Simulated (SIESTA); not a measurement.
**TiSi in SIESTA: the effect of Hubbard term**

The system is TiSi.

```
CELL_PARAMETERS angstrom
1.81618 -2.11762 0.00000
1.81618 2.11762 0.00000
0.00000 0.00000 3.80393
ATOMIC_POSITIONS crystal
Ti 0.50000 0.50000 0.00000
Si 0.00000 0.00000 0.50000
```

The cell comes from a database or a generator and needn't be the stable form of this composition.

Alike in all runs:

| Property | Result |
| --- | --- |
| Program | SIESTA 5.4.2 |
| Task | density of states |
| Functional | PBEsol |
| Potentials or basis | PseudoDojo 0.4 standard (PBEsol files) |
| Basis | DZP (energy shift 0.003 Ry; two zetas on semicore shells) |
| Grid cutoff | 800 Ry |
| Energy shift | 0.003 Ry |
| k mesh | 8 × 8 × 5 |
| Occupations | fermi-dirac, width 0.05 eV |
| Spin | no spin polarisation |
| Hubbard projector method | 1 |
| U from the first cycle | yes |
| broadening (eV) | 0.05 eV |
| window from (eV) | -15 eV |
| window to (eV) | 15 eV |
| energy points | 201 |

| Hubbard term | pressure (GPa) |
| --- | --- |
| none | -3.6 |
| Ti d U = 2 eV | 0.6 |
| Ti d U = 4 eV | 5.6 |
| Ti d U = 6 eV | ? |

What does the run with Hubbard term Ti d U = 6 eV give?

Pressure 11.6 GPa.

Worked out: A straight line through the other rows of the pressure, of slope 2.3 GPa per eV, extrapolates to 10.1 GPa, against the run's 11.6. The fit is too stiff a form for this range.

Caveats: the basis of atomic orbitals isn't converged, which shifts pressures, moduli and gaps; U without spin polarisation on a metal has little footing (some runs); the U is typed as a test and isn't derived for this compound (some runs).
